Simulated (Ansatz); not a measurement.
A crystal in the fcc structure was computed with r²SCAN in Ansatz (plane waves, PAW datasets (generated hard set); cutoff 700 eV), no spin polarisation, no spin–orbit coupling, Fermi–Dirac smearing of 0.1 eV, k-spacing 0.18 to 0.19 Å⁻¹. It has a₀ = 4.114 Å and B₀ = 111 GPa.

Q: Which is it?
A. Ti
B. Au
C. La
D. Al
E. Hf

A: A. The five: Ti 4.114 Å, 111 GPa; Au 4.124 Å, 153 GPa; La 5.297 Å, 24 GPa; Hf 4.478 Å, 103 GPa; Al 3.992 Å, 92 GPa.

Model structures, not the usual forms at ambient conditions (metastable or hypothetical): Ti, La, Hf. The k-mesh is modest, so these values aren't fully converged in k. Potentials made with PBE were used with another functional.
